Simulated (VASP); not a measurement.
Here is a VASP 6.6.1 calculation.

The input INCAR:

```
SYSTEM = Ir
PREC = Accurate ; ENCUT = 520
EDIFF = 1E-7 ; ISMEAR = -1
SIGMA = 0.05 ; LREAL = .FALSE.
LASPH = .TRUE. ; NELM = 80
ALGO = Normal ; ISIF = 2
LWAVE = .FALSE. ; LCHARG = .FALSE.
GGA = PE ; NBANDS = 16
```

KPOINTS

```
regular mesh
0
G
  11 11 6
  0 0 0
```

POSCAR

```
Ir
1.0
    2.7513778946      0.0000000000      0.0000000000
   -1.3756889473      2.3827631521      0.0000000000
    0.0000000000      0.0000000000      4.4622900000
Ir
2
Direct
    0.3444510000      0.6613210000      0.2571310000
    0.6490330000      0.3450400000      0.7464990000
```

Potentials or basis: VASP PAW PBE potentials, release 64 (Ir).

Run with:

```sh
$ cat potpaw_PBE.64/Ir/POTCAR > POTCAR
$ mpirun -np 1 vasp_std > vasp.out
```

Problem. Estimate the largest force.

Solution. 0.790 eV/Å.

Problem. Estimate the band gap on the k mesh.

Solution. None (metal or under the smearing width).

Problem. Estimate the pressure.

Solution. 0.1 GPa.

Forces on the atoms (eV/Å):
```
Ir  -0.487  0.203 -0.588
Ir   0.487 -0.203  0.588
```

Spin-orbit coupling is left out, which matters for the levels of Ir.
